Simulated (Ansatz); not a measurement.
## GaSb (F-43m) as a strained film

```yaml
crystal:
  lattice:
    - [3.06628, 3.06628, 0.00000]
    - [-3.06628, 3.06628, 0.00000]
    - [0.00000, 3.06628, 3.06628]
  atoms:
    - { symbol: Ga, position: [0.00000, 0.00000, 0.00000] }
    - { symbol: Sb, position: [0.75000, 0.25000, 0.50000] }
```

This cell was relaxed by PAW under r²SCAN. A film on a (001) substrate is mimicked by stretching x and y by ε∥; the length along z and the atoms then relax by PAW (default files of Ansatz 0.2.0, cutoff 500 eV, stress met within about 0.05 GPa). Stress and levels come from r²SCAN, PAW on Ansatz 0.2.0's default frozen-core files (fitted under PBE), scalar-relativistic; k mesh 6×6×6, fixed occupations, cutoff 500 eV. Conduction levels are in eV over the valence top, at fixed fractional wave vectors («min» is a refined band extremum of the unstrained crystal off the named points).

```
ε∥ (%)  ε⊥ (%)  σ∥ (GPa, tension positive)      Γ  L (oblique)  min ⊥ z  min ∥ z  2nd valence level at Γ     3rd
  -2.0   1.641                       -1.99  0.505        0.635    0.879    1.200                   0.000  -0.240
  -1.0   0.807                       -0.95  0.462        0.664    0.988    1.146                   0.000  -0.114
  -0.5   0.409                       -0.45  0.437        0.673    1.041    1.120                   0.000  -0.057
   0.0   0.000                        0.03  0.411        0.679    1.093    1.093                   0.000   0.000
   0.5  -0.497                        0.46  0.333        0.626    1.088    1.002                  -0.060  -0.060
   1.0       ?                           ?      ?            ?        ?        ?                       ?       ?
   2.0  -1.748                        1.74  0.095        0.469    1.087    0.769                  -0.212  -0.212
```

The last two columns are counted from the highest valence level at Γ.

Question: How does the film contract along z, and how stiff is it in the plane?

Answer: Quadratic fits through the 6 rows shown have slopes dε⊥/dε∥ = -0.850 and dσ∥/dε∥ = 93.1 GPa at zero strain. Elasticity asks −2C12/C11 = -0.845 and C11 + C12 − 2C12²/C11 = 93.0 GPa, from PAW constants C11 = 87.3, C12 = 36.9 GPa. At the level of the σ∥ column the films keep up to 0.06 GPa along z against the unstrained cell; this and the cubic term, which a quadratic fit over ±2 % leaves out, limit the agreement.

Question: Which shear deformation potential b does the valence splitting give?

Answer: Without spin-orbit coupling the single level moves against the pair by 3b(ε⊥ − ε∥): -0.0565 eV at ε⊥ − ε∥ = 0.00909 and 0.0597 eV at -0.00997, so b = -2.03 eV.

Question: Fill the row at ε∥ = 1.0 %.

Answer: The fits give ε⊥ = -0.886 % and σ∥ = 0.92 GPa. Computed: ε⊥ (%) = -0.886, σ∥ (GPa, tension positive) = 0.91, Γ = 0.252, L (oblique) = 0.575, min ⊥ z = 1.087, min ∥ z = 0.926, 2nd valence level at Γ = -0.111, 3rd = -0.111. The levels have a kink at zero strain, where another valence state takes the top, so one parabola doesn't fit them.

Question: How fast does the least gap among these points move on each side of zero strain?

Answer: dE_g/dε∥ is -51 meV per % on the compressed side and -156 on the stretched side, so the gap rises under compression and falls under tension. The lowest conduction level stays at Γ.

Known limits: frozen-core PAW files fitted under PBE, their cores solved anew for the functional of the run; no spin-orbit coupling on heavy atoms; semilocal gaps are low, and the spacing of valleys can be off by tenths of an eV; levels are read at fixed fractional k, so an edge that moves off these points is missed; with spin-orbit coupling the valence top splits by 2|b| and not 3|b| times the shear while that is small against the spin-orbit gap, so the gap's slopes differ from these.
